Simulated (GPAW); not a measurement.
# Ge (Fd-3m) in GPAW: a series of runs

The runs below take Ge through band structure, with PBE.

Everything below comes from runs of GPAW 26.7.0. Logs are shortened: lines on timing, memory, paths and dates and some standing lists are left out, and cuts for length are marked. The log counts tension as positive stress, the text compression.

**What was measured.**

From “Electronic and optical properties of SixGe1-x-ySny alloys lattice-matched to Ge”, 2021, arxiv:2109.02782, for a bulk crystal of Ge at 293 K: band gap 0.666 eV (indirect).

How close the calculation comes is told below.

## Step 1: Starting point

Symmetry: Fd-3m, No. 227, cubic system. The conventional cell has a = 5.658 Å, b = 5.658 Å, c = 5.658 Å, α = 90.00°, β = 90.00°, γ = 90.00°. Ge (site symmetry -43m) is surrounded by 4 Ge at 2.45 Å.

## Step 2: Band structure, PBE

The input, run.py:

```python
from ase.dft.bandgap import bandgap
from ase.io import write
from ase.spacegroup import crystal
from gpaw import GPAW

# Ge 8a
atoms = crystal(['Ge'],
                basis=[[0.25, 0.25, 0.25]],
                spacegroup=227, setting=1,  # Fd-3m
                cellpar=[5.65782, 5.65782, 5.65782, 90.0, 90.0, 90.0],
                primitive_cell=True)

calc = GPAW(mode='lcao',
            h=0.16,
            basis='dzp',
            xc='PBE',
            kpts={'size': (8, 8, 8), 'gamma': True},
            occupations={'name': 'fermi-dirac', 'width': 0.05},
            convergence={'density': 1e-05, 'energy': 1e-05},
            maxiter=150,
            txt='gpaw.txt')
atoms.calc = calc
energy = atoms.get_potential_energy()
forces = atoms.get_forces()
calc.write('gs.gpw')
write('result.traj', atoms)
print(f'Energy: {energy:.6f} eV')
print('Forces (eV/A):')
print(forces.round(4))
print('Fermi level:', round(calc.get_fermi_level(), 4), 'eV')
print(f'Gap: {bandgap(calc)[0]:.4f} eV, direct: {bandgap(calc, direct=True)[0]:.4f} eV')

path = atoms.cell.bandpath('GXWKGLUWLK,UX', npoints=100, eps=1e-4)
bs_calc = calc.fixed_density(kpts=path, symmetry='off', txt='bands.txt')
bs = bs_calc.band_structure()
bs.write('bs.json')
print(f'Gap on the path: {bandgap(bs_calc)[0]:.4f} eV')
```

Potentials or basis: GPAW PAW data sets (gpaw-data 1.2.1), lcao:dzp.

Command:

```
$ OMP_NUM_THREADS=1 python run.py
```

gpaw.txt:

```text
__  _  _
 | _ |_)|_||  |
 |__||  | ||/\| - 26.7.0

Input parameters:
  mode=LCAO(),
  basis={'default': 'dzp'},
  convergence={'density': 1e-05, 'energy': 1e-05},
  h=0.16,
  kpts=MonkhorstPack(size=(8, 8, 8), gamma=True),
  maxiter=150,
  occupations=Occupations(name='fermi-dirac', width=0.05),
  xc=XC(name='PBE')

           Ge

       Ge

Atoms  # Å, Bohr magnetons
|   | symbol |        x |        y |        z |    initial magnetic moments |
|---|--------|----------|----------|----------|-----------------------------|
| 0 |     Ge | 1.414455 | 1.414455 | 1.414455 | ( 0.0000,  0.0000,  0.0000) |
| 1 |     Ge | 0.000000 | 0.000000 | 0.000000 | ( 0.0000,  0.0000,  0.0000) |

Unit cell  # Å
| periodic |        x |        y |        z |  lengths |    angles |
|----------|----------|----------|----------|----------|-----------|
|      yes | 0.000000 | 2.828910 | 2.828910 | 4.000683 | 60.000000 |
|      yes | 2.828910 | 0.000000 | 2.828910 | 4.000683 | 60.000000 |
|      yes | 2.828910 | 2.828910 | 0.000000 | 4.000683 | 60.000000 |

Number of symmetries: 24
Symmetry operations  # r_c * U_cc + t_c -> r_c
|    | kind |            matrix            |
|----|------|------------------------------|
|  0 |  E   |  1, 0, 0,  0, 1, 0,  0, 0, 1 |
|  1 |  σ   |  1, 0, 0,  0, 0, 1,  0, 1, 0 |
|  2 |  σ   |  1, 0,-1,  0, 1,-1,  0, 0,-1 |
|  3 |  C3  |  1, 0,-1,  0, 0,-1,  0, 1,-1 |
|  4 |  C3  |  1,-1, 0,  0,-1, 1,  0,-1, 0 |
|  5 |  σ   |  1,-1, 0,  0,-1, 0,  0,-1, 1 |
|  6 |  σ   |  0, 1, 0,  1, 0, 0,  0, 0, 1 |
|  7 |  C3  |  0, 1, 0,  0, 0, 1,  1, 0, 0 |
|  8 |  C2  |  0, 1,-1,  1, 0,-1,  0, 0,-1 |
|  9 |  S4  |  0, 1,-1,  0, 0,-1,  1, 0,-1 |
| 10 |  C3  |  0, 0, 1,  1, 0, 0,  0, 1, 0 |
| 11 |  σ   |  0, 0, 1,  0, 1, 0,  1, 0, 0 |
| 12 |  S4  |  0, 0,-1,  1, 0,-1,  0, 1,-1 |
| 13 |  C3  |  0, 0,-1,  0, 1,-1,  1, 0,-1 |
| 14 |  S4  |  0,-1, 1,  1,-1, 0,  0,-1, 0 |
| 15 |  C2  |  0,-1, 1,  0,-1, 0,  1,-1, 0 |
| 16 |  C3  |  0,-1, 0,  1,-1, 0,  0,-1, 1 |
| 17 |  S4  |  0,-1, 0,  0,-1, 1,  1,-1, 0 |
| 18 |  S4  | -1, 1, 0, -1, 0, 1, -1, 0, 0 |
| 19 |  C3  | -1, 1, 0, -1, 0, 0, -1, 0, 1 |
| 20 |  C3  | -1, 0, 1, -1, 1, 0, -1, 0, 0 |
| 21 |  S4  | -1, 0, 1, -1, 0, 0, -1, 1, 0 |
| 22 |  σ   | -1, 0, 0, -1, 1, 0, -1, 0, 1 |
| 23 |  C2  | -1, 0, 0, -1, 0, 1, -1, 1, 0 |

BZ-sampling:
  Number of BZ points: 512
  Number of IBZ points: 29

  Monkhorst-Pack size: [8, 8, 8]
  Monkhorst-Pack shift: [0.0625, 0.0625, 0.0625]

K-points  # in reciprocal-cell coordinates
|     |                                coordinates |     weight |
|-----|--------------------------------------------|------------|
|   0 | (  0.00000000,   0.00000000,   0.00000000) | 0.00195312 |
|   1 | (  0.12500000,   0.12500000,   0.00000000) | 0.01171875 |
|   2 | (  0.12500000,   0.12500000,   0.12500000) | 0.01562500 |
|   3 | (  0.25000000,   0.12500000,   0.12500000) | 0.02343750 |
|   4 | (  0.25000000,   0.25000000,   0.00000000) | 0.01171875 |
|   5 | (  0.25000000,   0.25000000,   0.12500000) | 0.04687500 |
|   6 | (  0.25000000,   0.25000000,   0.25000000) | 0.01562500 |
|   7 | (  0.37500000,   0.25000000,  -0.37500000) | 0.04687500 |
|   8 | (  0.37500000,   0.25000000,   0.12500000) | 0.04687500 |
|   9 | (  0.37500000,   0.25000000,   0.25000000) | 0.04687500 |
| ... |                                            |            |
|  28 | (  0.50000000,   0.50000000,   0.50000000) | 0.00781250 |

basis functions: 26
Spin-components: 1 (collinear spins)
Bands:           8
Projectors:      10
Spin-degeneracy: 2
Datatype:        <class 'complex'>

Parallelization:
  kpt:    1
  domain: 1
  band:   1

Density:
  Valence electrons: 8.0
  Components: 1
  Grid points: [20 20 20]
  Charge: 0.0  # |e|

Potential:
  Grid points: [20 20 20]

species:
  Ge:
    name:    Germanium
    Z:       32.0
    valence: 4
    core:    28
    charge:  0.0  # [|e|]
    compensation charges:
      type: gauss
      rc: 0.32  # [Å]
      lmax: 2
    cutoffs:
      filter: 1.77  # [Å]
      core: 3.42  # [Å]
    projectors
    | kind |    occ | energy [eV] | rcut [Å] |
    |------|--------|-------------|----------|
    |   4s |  2.000 |     -11.726 |    1.005 |
    |   4p |  2.000 |      -3.896 |    1.005 |
    |    s |        |      15.485 |    1.005 |
    |    p |        |      23.315 |    1.005 |
    |    d |        |       0.000 |    1.005 |

    LCAO basis set for Ge:
      Name: dzp
      File: <dir>
      Number of radial functions: 5
      Number of spherical harmonics: 13
        l=0, rc=6.6406 Bohr: 4s-sz confined orbital
        l=1, rc=8.9688 Bohr: 4p-sz confined orbital
        l=0, rc=3.7500 Bohr: 4s-dz split-valence wave
        l=1, rc=5.3281 Bohr: 4p-dz split-valence wave
        l=2, rc=8.9688 Bohr: d-type Gaussian polarization
      Number of RI-basis functions 0

Reference energy: -114195.275705  # eV

eigensolver:
  <gpaw.new.lcao.eigensolver.LCAOEigensolver object>
density mixing:
  MSR1-Mixer
  Pratt-step length: 0.05
  Maximum mixing coefficient: 0.75
  Old densities: 10
  SVD Regularization: 0.005
  Good broyden scale: 1.0
  Trust region scale: 1.0
  Backstep threshold: 4.0
  History deletion threshold: 6.0
  Fourier metric: weight=20.0, sigma=0.015

occupation numbers:
  Fermi-Dirac:
    width: 0.0500  # eV

FastPoissonSolver using
    Stencil: 12*3+1=37 point O(h^6) finite-difference Laplacian
    FFT axes: [np.int64(0), np.int64(1), np.int64(2)]
    FST axes: []

xc functional:
  name: PBE with 2 nearest neighbor stencil
interpolation: tri-quintic # 5. degree polynomial

           Ge

       Ge

Atoms  # Å, Bohr magnetons
|   | symbol |        x |        y |        z |    initial magnetic moments |
|---|--------|----------|----------|----------|-----------------------------|
| 0 |     Ge | 1.414455 | 1.414455 | 1.414455 | ( 0.0000,  0.0000,  0.0000) |
| 1 |     Ge | 0.000000 | 0.000000 | 0.000000 | ( 0.0000,  0.0000,  0.0000) |

Unit cell  # Å
| periodic |        x |        y |        z |  lengths |    angles |
|----------|----------|----------|----------|----------|-----------|
|      yes | 0.000000 | 2.828910 | 2.828910 | 4.000683 | 60.000000 |
|      yes | 2.828910 | 0.000000 | 2.828910 | 4.000683 | 60.000000 |
|      yes | 2.828910 | 2.828910 | 0.000000 | 4.000683 | 60.000000 |

Number of symmetries: 24
Symmetry operations  # r_c * U_cc + t_c -> r_c
|    | kind |            matrix            |
|----|------|------------------------------|
|  0 |  E   |  1, 0, 0,  0, 1, 0,  0, 0, 1 |
|  1 |  σ   |  1, 0, 0,  0, 0, 1,  0, 1, 0 |
|  2 |  σ   |  1, 0,-1,  0, 1,-1,  0, 0,-1 |
|  3 |  C3  |  1, 0,-1,  0, 0,-1,  0, 1,-1 |
|  4 |  C3  |  1,-1, 0,  0,-1, 1,  0,-1, 0 |
|  5 |  σ   |  1,-1, 0,  0,-1, 0,  0,-1, 1 |
|  6 |  σ   |  0, 1, 0,  1, 0, 0,  0, 0, 1 |
|  7 |  C3  |  0, 1, 0,  0, 0, 1,  1, 0, 0 |
|  8 |  C2  |  0, 1,-1,  1, 0,-1,  0, 0,-1 |
|  9 |  S4  |  0, 1,-1,  0, 0,-1,  1, 0,-1 |
| 10 |  C3  |  0, 0, 1,  1, 0, 0,  0, 1, 0 |
| 11 |  σ   |  0, 0, 1,  0, 1, 0,  1, 0, 0 |
| 12 |  S4  |  0, 0,-1,  1, 0,-1,  0, 1,-1 |
| 13 |  C3  |  0, 0,-1,  0, 1,-1,  1, 0,-1 |
| 14 |  S4  |  0,-1, 1,  1,-1, 0,  0,-1, 0 |
| 15 |  C2  |  0,-1, 1,  0,-1, 0,  1,-1, 0 |
| 16 |  C3  |  0,-1, 0,  1,-1, 0,  0,-1, 1 |
| 17 |  S4  |  0,-1, 0,  0,-1, 1,  1,-1, 0 |
| 18 |  S4  | -1, 1, 0, -1, 0, 1, -1, 0, 0 |
| 19 |  C3  | -1, 1, 0, -1, 0, 0, -1, 0, 1 |
| 20 |  C3  | -1, 0, 1, -1, 1, 0, -1, 0, 0 |
| 21 |  S4  | -1, 0, 1, -1, 0, 0, -1, 1, 0 |
| 22 |  σ   | -1, 0, 0, -1, 1, 0, -1, 0, 1 |
| 23 |  C2  | -1, 0, 0, -1, 0, 1, -1, 1, 0 |

BZ-sampling:
  Number of BZ points: 512
  Number of IBZ points: 29

  Monkhorst-Pack size: [8, 8, 8]
  Monkhorst-Pack shift: [0.0625, 0.0625, 0.0625]

K-points  # in reciprocal-cell coordinates
|     |                                coordinates |     weight |
|-----|--------------------------------------------|------------|
|   0 | (  0.00000000,   0.00000000,   0.00000000) | 0.00195312 |
|   1 | (  0.12500000,   0.12500000,   0.00000000) | 0.01171875 |
|   2 | (  0.12500000,   0.12500000,   0.12500000) | 0.01562500 |
|   3 | (  0.25000000,   0.12500000,   0.12500000) | 0.02343750 |
|   4 | (  0.25000000,   0.25000000,   0.00000000) | 0.01171875 |
|   5 | (  0.25000000,   0.25000000,   0.12500000) | 0.04687500 |
|   6 | (  0.25000000,   0.25000000,   0.25000000) | 0.01562500 |
|   7 | (  0.37500000,   0.25000000,  -0.37500000) | 0.04687500 |
|   8 | (  0.37500000,   0.25000000,   0.12500000) | 0.04687500 |
|   9 | (  0.37500000,   0.25000000,   0.25000000) | 0.04687500 |
| ... |                                            |            |
|  28 | (  0.50000000,   0.50000000,   0.50000000) | 0.00781250 |

basis functions: 26
Spin-components: 1 (collinear spins)
Bands:           8
Projectors:      10
Spin-degeneracy: 2
Datatype:        <class 'complex'>

Parallelization:
  kpt:    1
  domain: 1
  band:   1

Density:
  Valence electrons: 8.0
  Components: 1
  Grid points: [20 20 20]
  Charge: 0.0  # |e|

Potential:
  Grid points: [20 20 20]

species:
  Ge:
    name:    Germanium
    Z:       32.0
    valence: 4
    core:    28
    charge:  0.0  # [|e|]
    compensation charges:
      type: gauss
      rc: 0.32  # [Å]
      lmax: 2
    cutoffs:
      filter: 1.77  # [Å]
      core: 3.42  # [Å]
    projectors
    | kind |    occ | energy [eV] | rcut [Å] |
    |------|--------|-------------|----------|
    |   4s |  2.000 |     -11.726 |    1.005 |
    |   4p |  2.000 |      -3.896 |    1.005 |
    |    s |        |      15.485 |    1.005 |
    |    p |        |      23.315 |    1.005 |
    |    d |        |       0.000 |    1.005 |

    LCAO basis set for Ge:
      Name: dzp
      File: <dir>
      Number of radial functions: 5
      Number of spherical harmonics: 13
        l=0, rc=6.6406 Bohr: 4s-sz confined orbital
        l=1, rc=8.9688 Bohr: 4p-sz confined orbital
        l=0, rc=3.7500 Bohr: 4s-dz split-valence wave
        l=1, rc=5.3281 Bohr: 4p-dz split-valence wave
        l=2, rc=8.9688 Bohr: d-type Gaussian polarization
      Number of RI-basis functions 0

Reference energy: -114195.275705  # eV

eigensolver:
  <gpaw.new.lcao.eigensolver.LCAOEigensolver object>
density mixing:
  MSR1-Mixer
  Pratt-step length: 0.05
  Maximum mixing coefficient: 0.75
  Old densities: 10
  SVD Regularization: 0.005
  Good broyden scale: 1.0
  Trust region scale: 1.0
  Backstep threshold: 4.0
  History deletion threshold: 6.0
  Fourier metric: weight=20.0, sigma=0.015

occupation numbers:
  Fermi-Dirac:
    width: 0.0500  # eV

FastPoissonSolver using
    Stencil: 12*3+1=37 point O(h^6) finite-difference Laplacian
    FFT axes: [np.int64(0), np.int64(1), np.int64(2)]
    FST axes: []

xc functional:
  name: PBE with 2 nearest neighbor stencil
interpolation: tri-quintic # 5. degree polynomial

convergence criteria:
- Maximum integral of absolute [dens]ity change: 1e-05 electrons / valence electron
- Maximum [total energy] change in last 3 cyles: 1e-05 eV / valence electron
- Maximum integral of absolute [eigenst]ate change: 4e-08 eV^2 / valence electron
maximum number of iterations: 150

SCF iterations
|iter     | |      energy | eigst |  dens |
|---------|-|-------------|-------|-------|
|iter:   1| |   -8.705215 |      c|       |
|iter:   2| |   -8.705635 |      c| -1.02 |
|iter:   3| |   -8.708935 |      c| -1.04 |
|iter:   4| |   -8.709692 |      c| -1.56 |
|iter:   5| |   -8.709697 |      c| -3.01 |
|iter:   6| |   -8.709698c|      c| -3.60 |
|iter:   7| |   -8.709699c|      c| -4.25 |
|iter:   8| |   -8.709699c|      c| -6.07c|

Converged in 8 steps
Energy contributions relative to reference atoms: (reference = -114195.275705)

Energy contributions:
  Kinetic:          33.306623
  Coulomb:         -29.918232
  Zero:              0.025167
  External:          0.000000
  Xc:              -12.122974
  Entropy:          -0.000565
  Spinorbit:         0.000000
  ----------------------------
  Free energy:      -8.709981
  Extrapolated:     -8.709699

dipole moment: (-21.783842, -21.783842, -21.783842)  # |e|*Ang

Fermi level: 6.047
Eigenvalues  # (at kpt = [0.000, 0.000, 0.000])
| band index |      eig [eV] | occ [0-2] |
|------------|---------------|-----------|
|          0 |        -6.803 |     2.000 |
|          1 |         5.978 |     1.596 |
|          2 |         5.979 |     1.594 |
|          3 |         5.979 |     1.594 |
|          4 |         6.050 |     0.970 |
|          5 |         8.679 |     0.000 |
|          6 |         8.679 |     0.000 |
|          7 |         8.679 |     0.000 |

Gap: 0.071 eV
Transition (v -> c):
  (s=0, k=0, n=3, [0.00, 0.00, 0.00]) -> (s=0, k=0, n=4, [0.00, 0.00, 0.00])
No difference between direct/indirect transitions

Forces  # eV/Ang
|        x |        y |        z |
|----------|----------|----------|
|  0.00000 | -0.00000 | -0.00000 |  # Ge   0
| -0.00000 | -0.00000 | -0.00000 |  # Ge   1

# Writing to gs.gpw (mode='')
```

Run time: 2.5 min. Hardware: 1 thread of AMD EPYC 7R43 (Zen 3), shared host; peak memory 0.17 GiB.

What came out:

* Free energy: -8.7100 eV
* Band gap on the k mesh: 0.07 eV, direct
* Band gap along the path: 0.07 eV, direct

Levels at the corners of the path, in eV from the valence-band top:
| point | band 2 | band 3 | band 4 | band 5 | band 6 | band 7 |
| --- | --- | --- | --- | --- | --- | --- |
| Γ | 0.00 | 0.00 | 0.00 | 0.07 | 2.70 | 2.70 |
| X | -8.91 | -3.09 | -3.09 | 0.85 | 0.85 | 9.65 |
| W | -8.81 | -3.91 | -3.91 | 4.47 | 4.47 | 5.13 |
| K | -8.31 | -4.35 | -2.64 | 1.26 | 4.31 | 7.56 |
| Γ | 0.00 | 0.00 | 0.00 | 0.07 | 2.70 | 2.70 |
| L | -7.62 | -1.41 | -1.41 | 0.25 | 4.18 | 4.18 |
| U | -8.31 | -4.35 | -2.64 | 1.26 | 4.31 | 7.56 |
| W | -8.81 | -3.91 | -3.91 | 4.47 | 4.47 | 5.13 |
| L | -7.62 | -1.41 | -1.41 | 0.25 | 4.18 | 4.18 |
| K | -8.31 | -4.35 | -2.64 | 1.26 | 4.31 | 7.56 |
| U | -8.31 | -4.35 | -2.64 | 1.26 | 4.31 | 7.56 |
| X | -8.91 | -3.09 | -3.09 | 0.85 | 0.85 | 9.65 |

Caveat: the real-space grid adds noise to forces; the basis of atomic orbitals isn't converged, which shifts pressures, moduli and gaps.

[end of part 1 of 2]
